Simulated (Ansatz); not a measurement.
## Ti started in the widest void in diamond Si, 65 atoms, charge +2

Level of theory: DFT, PBEsol, PAW, plane waves in Ansatz.

Command:

```sh
ansatz run in.yaml --threads 7 --pin off --max-ram 13300MiB --runs-dir r --events-out ev --progress --plain
```

The input less its lattice and atoms:

```yaml
crystal:
  symmetry: { detect: false }
kpoints:
  mp_grid: { grid: [1, 1, 1], shift: [0.25, 0.25, 0.25] }
hamiltonian:
  xc: pbesol
total_charge: 2
scf:
  occupations: { method: fermi_dirac, width: 0.01 }
relax:
  f_tol: 0.03
  max_steps: 80
  escape_saddle: false
  adjacent_minimum: "off"
output:
  forces: true
  eigenvalues: true
  populations: true
  charged_corrections: { epsilon: 11.7 }
```

Start:

```xyz
65
Lattice="10.8656 0.0000 0.0000 0.0000 10.8656 0.0000 0.0000 0.0000 10.8656" Properties=species:S:1:pos:R:3 pbc="T T T"
Si    0.0381    0.0074    0.0150
Si    0.0042   10.8463    5.4448
Si   10.8596    5.4303    0.0245
Si   10.8573    5.4297    5.4297
Si    5.4511    0.0165    0.0081
Si    5.4404    0.0179    5.4687
Si    5.4324    5.4566   10.8627
Si    5.4353    5.4443    5.3961
Si    1.3883    1.3465    1.3377
Si    1.3458    1.3249    6.7745
Si    1.3606    6.7810    1.3166
Si    1.3563    6.7797    6.7940
Si    6.7955    1.3735    1.3785
Si    6.8208    1.3383    6.8029
Si    6.7738    6.7858    1.3935
Si    6.7961    6.7902    6.7882
Si    2.7244    2.7238   10.8629
Si    2.7499    2.7080    5.4296
Si    2.7167    8.1833   10.8444
Si    2.7115    8.1721    5.4437
Si    8.1501    2.7021   10.8385
Si    8.1553    2.7295    5.4013
Si    8.1292    8.1251    0.0267
Si    8.1218    8.1308    5.4227
Si    4.0603    4.0630    1.3739
Si    4.0749    4.0558    6.7646
Si    4.0835    9.5211    1.3161
Si    4.0901    9.5192    6.7908
Si    9.4840    4.0893    1.3833
Si    9.5170    4.0835    6.8012
Si    9.5036    9.4661    1.3360
Si    9.4745    9.4996    6.7930
Si    2.7158    0.0110    2.7089
Si    2.7165   10.8048    8.1738
Si    2.7173    5.4672    2.7284
Si    2.7449    5.4673    8.1704
Si    8.1298    0.0254    2.7043
Si    8.1439    0.0018    8.1886
Si    8.1655    5.4216    2.7294
Si    8.1420    5.4568    8.1577
Si    4.0841    1.3869    4.0898
Si    4.0693    1.3514    9.4929
Si    4.0780    6.7536    4.0338
Si    4.0804    6.7997    9.5023
Si    9.5101    1.3401    4.0847
Si    9.5017    1.3785    9.4899
Si    9.5150    6.8080    4.0687
Si    9.4552    6.8105    9.5251
Si   10.8645    2.7115    2.6932
Si   10.8585    2.7514    8.1336
Si    0.0010    8.0842    2.7145
Si   10.8552    8.1370    8.1485
Si    5.4450    2.7141    2.7133
Si    5.4211    2.7074    8.1641
Si    5.4001    8.1587    2.6895
Si    5.4371    8.1266    8.1316
Si    1.3541    4.0563    4.0773
Si    1.3686    4.0576    9.4930
Si    1.3636    9.4620    4.0724
Si    1.3742    9.4747    9.4881
Si    6.8006    4.0972    4.0533
Si    6.7816    4.0629    9.4889
Si    6.7942    9.5268    4.0748
Si    6.8022    9.4924    9.5268
Ti    4.0871    4.0706    4.0542
```

Steps:

| step | energy less the first (eV) | largest force component (eV/Å) |
| --- | --- | --- |
| start | 0.000 | 1.787 |
| 1 | -0.955 | 0.479 |
| 2 | -1.036 | 0.054 |
| 3 | -1.039 | 0.020 |

A structure on the way, about -0.95 eV from the start:

```xyz
65
Lattice="10.8656 0.0000 0.0000 0.0000 10.8656 0.0000 0.0000 0.0000 10.8656" Properties=species:S:1:pos:R:3 pbc="T T T"
Si    0.0090   10.8637   10.8587
Si   10.8422   10.8373    5.4158
Si   10.8438    5.4136   10.8457
Si    0.0263    5.4288    5.4326
Si    5.4233   10.8504   10.8481
Si    5.4358    0.0231    5.4489
Si    5.4339    5.4390    0.0223
Si    5.4495    5.4620    5.4390
Si    1.3543    1.3407    1.3449
Si    1.2945    1.2859    6.8259
Si    1.2990    6.8297    1.2892
Si    1.3575    6.7983    6.8035
Si    6.8439    1.3054    1.3130
Si    6.8083    1.3471    6.8088
Si    6.8060    6.8021    1.3617
Si    6.8223    6.8182    6.8115
Si    2.7014    2.6968   10.8607
Si    2.6903    2.6650    5.5172
Si    2.7276    8.1724   10.8412
Si    2.7033    8.1622    5.4517
Si    8.1629    2.7322   10.8406
Si    8.1564    2.7000    5.4463
Si    8.1497    8.1478   10.8588
Si    8.1543    8.1574    5.4182
Si    4.0475    4.0532    1.3622
Si    4.0577    4.0554    6.8408
Si    4.0801    9.5076    1.3505
Si    4.0855    9.5139    6.7851
Si    9.5033    4.0836    1.3700
Si    9.5187    4.0835    6.7846
Si    9.5054    9.5002    1.3308
Si    9.5024    9.5008    6.8039
Si    2.7015   10.8630    2.7024
Si    2.7317   10.8373    8.1653
Si    2.6799    5.5379    2.6885
Si    2.7139    5.4573    8.1617
Si    8.1564   10.8509    2.7334
Si    8.1577   10.8605    8.1583
Si    8.1577    5.4386    2.7124
Si    8.1574    5.4252    8.1547
Si    4.0593    1.3641    4.0693
Si    4.0824    1.3642    9.4967
Si    4.0642    6.8438    4.0560
Si    4.0863    6.7874    9.5071
Si    9.5084    1.3571    4.0789
Si    9.5106    1.3514    9.5007
Si    9.5194    6.7883    4.0798
Si    9.4917    6.8017    9.5051
Si   10.8642    2.6965    2.6941
Si   10.8545    2.7395    8.1480
Si   10.8489    8.1473    2.7270
Si   10.8556    8.1422    8.1476
Si    5.5133    2.6695    2.6735
Si    5.4455    2.7034    8.1503
Si    5.4399    8.1539    2.6927
Si    5.4296    8.1540    8.1478
Si    1.3602    4.0453    4.0571
Si    1.3654    4.0703    9.4983
Si    1.3629    9.4913    4.0772
Si    1.3481    9.4968    9.4918
Si    6.8478    4.0679    4.0689
Si    6.7773    4.0779    9.5024
Si    6.7776    9.5123    4.0811
Si    6.8073    9.5068    9.5067
Ti    4.0741    4.0641    4.0600
```

End:

```xyz
65
Lattice="10.8656 0.0000 0.0000 0.0000 10.8656 0.0000 0.0000 0.0000 10.8656" Properties=species:S:1:pos:R:3 pbc="T T T"
Si   10.8539   10.8516   10.8507
Si   10.8356   10.8335    5.3996
Si   10.8360    5.4000   10.8324
Si    0.0243    5.4235    5.4231
Si    5.4026   10.8346   10.8328
Si    5.4262    0.0217    5.4234
Si    5.4256    5.4237    0.0212
Si    5.4655    5.4639    5.4603
Si    1.3429    1.3389    1.3397
Si    1.2833    1.2803    6.8357
Si    1.2842    6.8338    1.2810
Si    1.3623    6.7926    6.7932
Si    6.8382    1.2815    1.2813
Si    6.7972    1.3581    6.7936
Si    6.7969    6.7926    1.3591
Si    6.8230    6.8201    6.8206
Si    2.7002    2.6978   10.8646
Si    2.6729    2.6692    5.5652
Si    2.7307    8.1584   10.8536
Si    2.7063    8.1619    5.4533
Si    8.1610    2.7287   10.8534
Si    8.1641    2.7032    5.4524
Si    8.1443    8.1414   10.8596
Si    8.1557    8.1532    5.4188
Si    4.0496    4.0484    1.3675
Si    4.0642    4.0612    6.8761
Si    4.0781    9.5033    1.3667
Si    4.0817    9.5175    6.7868
Si    9.5053    4.0755    1.3665
Si    9.5184    4.0801    6.7857
Si    9.5015    9.5000    1.3475
Si    9.5014    9.4986    6.7961
Si    2.7002   10.8642    2.6989
Si    2.7306   10.8541    8.1592
Si    2.6742    5.5678    2.6739
Si    2.7073    5.4519    8.1611
Si    8.1613   10.8535    2.7290
Si    8.1449   10.8591    8.1420
Si    8.1647    5.4523    2.7050
Si    8.1556    5.4185    8.1532
Si    4.0499    1.3677    4.0482
Si    4.0784    1.3681    9.5017
Si    4.0668    6.8806    4.0637
Si    4.0828    6.7876    9.5157
Si    9.5054    1.3676    4.0752
Si    9.5023    1.3483    9.4988
Si    9.5198    6.7873    4.0799
Si    9.5020    6.7969    9.4976
Si    0.0024    2.6974    2.6970
Si   10.8562    2.7284    8.1572
Si   10.8563    8.1590    2.7268
Si   10.8629    8.1413    8.1400
Si    5.5659    2.6708    2.6702
Si    5.4555    2.7038    8.1595
Si    5.4561    8.1626    2.7027
Si    5.4215    8.1542    8.1522
Si    1.3703    4.0462    4.0485
Si    1.3696    4.0752    9.5016
Si    1.3690    9.5019    4.0757
Si    1.3497    9.4987    9.4989
Si    6.8800    4.0618    4.0631
Si    6.7884    4.0797    9.5161
Si    6.7889    9.5165    4.0799
Si    6.7986    9.4987    9.4987
Ti    4.0758    4.0745    4.0740
```

The run converged.

Time: 35 s of wall time on 7 threads of a Neoverse-V2 processor, on a host shared with other runs; peak host memory 1.9 GiB.

Problem. How much energy did the relaxation gain, and which atom moved most?

Solution. 1.04 eV in 3 steps, from a start with small random displacements (neighbours that lie too close to an added atom are first pushed off); atom 18 (Si) moved 0.16 Å, the median atom 0.04 Å (drift of the whole cell removed).

The run had no spin, and a state with a moment may lie lower. The one k point has no symmetry partners, which can distort the end along one axis.
